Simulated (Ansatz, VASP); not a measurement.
# Two plane-wave programs on VH3

Contents of INCAR:

```
PREC = Accurate
ENCUT = 520
EDIFF = 1E-6
ISMEAR = 0
SIGMA = 0.1
LREAL = F
LASPH = T
NELM = 150
ALGO = Normal
ISIF = 2
LWAVE = F
LCHARG = T
ISPIN = 2
MAGMOM = 2 0 0 0
LORBIT = 11
LMAXMIX = 4
GGA = PE
LELF = T
LVHAR = T
NBANDS = 20
```

Contents of KPOINTS:

```
regular mesh
0
Gamma
  6 6 6
```

File POSCAR:

```
VH3
1.0
    3.3655562900      0.0000000000      0.0000000000
    0.0000000000      3.3655562900      0.0000000000
    0.0000000000      0.0000000000      3.3655562900
V H
1 3
Direct
    0.0000000000      0.0000000000      0.0000000000
    0.0000000000      0.5000000000      0.5000000000
    0.5000000000      0.0000000000      0.5000000000
    0.5000000000      0.5000000000      0.0000000000
```

Input for Ansatz:

```yaml
crystal:
  lattice:
    - [3.36555629, 0.0, 0.0]
    - [0.0, 3.36555629, 0.0]
    - [0.0, 0.0, 3.36555629]
  atoms:
    - { symbol: V, position: [0.0, 0.0, 0.0], spin: 2.0 }
    - { symbol: H, position: [0.0, 0.5, 0.5] }
    - { symbol: H, position: [0.5, 0.0, 0.5] }
    - { symbol: H, position: [0.5, 0.5, 0.0] }
basis:
  ecutwfc: 420
kpoints:
  mp_grid: { grid: [6, 6, 6] }
hamiltonian:
  xc: pbe
scf:
  occupations: { method: gaussian, width: 0.1 }
  lower_state_search: "off"
output:
  forces: true
  stress: true
  eigenvalues: true
  populations: true
magnetization:
  spin_polarized: true
```

Change from the starting cell: species swapped into the ZrIr3 type (Pm-3m, No. 221).

Alike in both runs: task single point; functional PBE; k mesh 6 × 6 × 6; occupations gaussian, width 0.1 eV; collinear spin.

|  | VASP | Ansatz |
| --- | --- | --- |
| version | VASP 6.6.1 | Ansatz 0.2.0 |
| potentials or method | VASP PAW PBE potentials, release 64 (V_sv, H) | scalar-relativistic, plane waves, PAW |
| plane-wave cutoff (eV) | 520 | 420 |
| valence electrons in the cell | 16 | 16 |

Ansatz gave:

```
gap on the k mesh at the Fermi level (eV)                     : none
pressure (GPa)                                                : -27.7
net moment per atom (μB)                                      : 0.51
size of the moment on the site where the two differ most (μB) : 1.94
```

Task: Which values does VASP return?

Result: gap on the k mesh at the Fermi level (eV): none; pressure (GPa): -27.8; net moment per atom (μB): 0.51; size of the moment on the site where the two differ most (μB): 2.13.

Site moments also hang on the region over which each program counts them. A gap of «none» marks a metal or a gap that the smearing closes.

Caveats: so large a pressure means that the cell lies far from this level's equilibrium, or that cutoff or potentials fall short (VASP).
